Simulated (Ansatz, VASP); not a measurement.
LiF in VASP and in Ansatz

```
CELL_PARAMETERS angstrom
2.55953 0.00000 0.00000
0.00000 2.53394 0.00000
0.00000 0.00000 2.55953
ATOMIC_POSITIONS crystal
Li 0.00000 0.00000 0.00000
F 0.50000 0.50000 0.50000
```

Change from the starting cell: strain -0.0100 x Voigt [0, 1, 0, 0, 0, 0], atoms carried along.

Alike in both runs: task single point; functional PBE; k mesh 10 × 10 × 10; occupations gaussian, width 0.05 eV; no spin polarisation.

|  | VASP | Ansatz |
| --- | --- | --- |
| version | VASP 6.6.1 | Ansatz 0.2.0 |
| potentials or method | VASP PAW PBE potentials, release 64 (Li_sv, F) | scalar-relativistic, plane waves, PAW |
| plane-wave cutoff (eV) | 520 | 420 |
| valence electrons in the cell | 10 | 10 |

Ansatz gave:

| Item | Value |
| --- | --- |
| gap on the k mesh at the Fermi level (eV) | 7.54 |
| least direct gap on the mesh (eV) | 8.19 |

Problem. Estimate VASP's values.

Solution. gap on the k mesh at the Fermi level (eV): 7.55; least direct gap on the mesh (eV): 8.20.

The functional is the same, so the differences come from potentials, cutoffs and numerics.

 A k mesh can miss the band edges.
